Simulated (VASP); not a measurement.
A run of VASP 6.6.1 is set up as follows.

Contents of INCAR:

```
ALGO     = Normal         # electronic algorithm
EDIFF    = 1E-7           # SCF threshold, eV
EDIFFG   = -0.002         # ionic threshold
ENCUT    = 700            # plane-wave cutoff, eV
GGA      = PE             # functional
IBRION   = 2              # ionic algorithm
ISIF     = 3              # what is computed and relaxed
ISMEAR   = 0              # smearing method
LASPH    = True           # aspherical terms in the spheres
LCHARG   = False          # write CHGCAR
LREAL    = False          # projectors in reciprocal space
LWAVE    = False          # write WAVECAR
NELM     = 80             # most SCF steps
NSW      = 80             # ionic steps
PREC     = Accurate       # precision mode
SIGMA    = 0.1            # smearing width, eV
```

KPOINTS

```
k-points
0
Gamma
  18 18 18
```

Contents of POSCAR:

```
Al
1.0
    0.0000000000      2.0248050000      2.0248050000
    2.0248050000      0.0000000000      2.0248050000
    2.0248050000      2.0248050000      0.0000000000
Al
1
Direct
    0.0000000000      0.0000000000      0.0000000000
```

Potentials or basis: VASP PAW PBE potentials, release 64 (Al).

Command:

```bash
$ cat potpaw_PBE.64/Al/POTCAR > POTCAR
$ mpirun -np 1 vasp_std > vasp.out
```

Question: Estimate the relaxed cell.

Answer: a = 2.857 Å, b = 2.857 Å, c = 2.857 Å, α = 60.00°, β = 60.00°, γ = 60.00°.

Question: Estimate the band gap on the k mesh.

Answer: None (metal or under the smearing width).

The path:
| step | energy change (eV) | largest force (eV/Å) | pressure (GPa) | volume (Å³) |
| --- | --- | --- | --- | --- |
| 1 | 0.0000 | 0.0000 | -0.50 | 16.60 |
| 2 | -0.0002 | 0.0000 | 0.07 | 16.48 |
| 3 | -0.0002 | 0.0000 | 0.00 | 16.49 |
